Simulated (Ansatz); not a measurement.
**La₂O₃**

Level of theory: DFT, PBEsol, scalar-relativistic, no spin polarisation; plane waves to 420 eV with PAW datasets (Ansatz 0.2.0), 6×6×10 k-mesh. The datasets are Ansatz's generated set soft_2.

```xyz
5
Lattice="6.3019 0.0000 0.0000 -3.1509 5.4576 0.0000 0.0000 0.0000 3.2522" Properties=species:S:1:pos:R:3 pbc="T T T"
La    0.0000    3.6384    1.6260
La    3.1509    1.8192    1.6263
O     1.5755    2.7288    0.0000
O     3.1509    0.0000    0.0000
O    -1.5755    2.7288    0.0000
```

The chain of runs began from a cell as deposited in COD, expanded in volume.

Question: What is the high-frequency dielectric tensor ε∞ (density-functional perturbation theory, local fields included)?

Answer: 
```
3.44 0.00 0.00
0.00 3.44 0.00
0.00 0.00 4.33
```

Question: What is the static dielectric tensor, the lattice's part included?

Answer: 
```
14.38  0.00  0.00
 0.00 14.38  0.00
 0.00  0.00 32.04
```

Question: Give the Born effective charges (a third of the trace, site by site).

Answer: La 4.00; O -2.67 e.

Question: List the optical modes at the zone centre without the LO–TO term, with degeneracy and infrared intensity.

Answer: 
| ω (cm⁻¹) | degeneracy | IR intensity ((D/Å)²/u) |
| --- | --- | --- |
| 72 | 1 | 0.00 |
| 143 | 1 | 0.00 |
| 197 | 1 | 56.14 |
| 202 | 2 | 0.00 |
| 228 | 2 | 0.00 |
| 254 | 2 | 69.39 |
| 299 | 2 | 6.33 |
| 565 | 1 | 0.00 |

Question: Where do the optical modes lie for q → 0 along (0.00, 0.00, 1.00), with the long-range field?

Answer: 72, 143, 202 (×2), 228 (×2), 254 (×2), 299 (×2), 535, 565 cm⁻¹.

The principal values of ε∞, 3.44, 4.33, give refractive indices of 1.85, 2.08 below the gap, so the crystal is birefringent.

The mean Born charge of La is 4.00 against a formal +3. It exceeds the formal charge because moving the ion changes its mixing with the anions' p states, and electrons flow along the bond.

Semilocal functionals make the gap too small and so ε∞ somewhat too large. For elements this heavy, spin–orbit coupling would shift levels and gaps; it isn't included here.

The static response is mainly ionic, and its strong anisotropy comes from the lattice much more than from the electrons. Along c, a single polar mode at 197 cm⁻¹, with La and O moving in opposition, carries all the infrared strength. In the plane, the strength of the 254 cm⁻¹ pair is shared between two directions. The c axis thus combines a lower frequency with a larger oscillator strength, and both raise its permittivity to 32.04. The shift of this mode to 535 cm⁻¹ for q along c shows how strong its macroscopic field is. Its low transverse frequency probably reflects dipolar forces offsetting much of the short-range repulsion in an open lattice.

That lattice is not the usual layered hexagonal form of lanthana: here La sits in a trigonal prism of oxygens, with a lower coordination and a looser packing. The tensors therefore shouldn't be read as those of ordinary La₂O₃. Real frequencies at the zone centre don't establish stability against distortions that enlarge the cell.
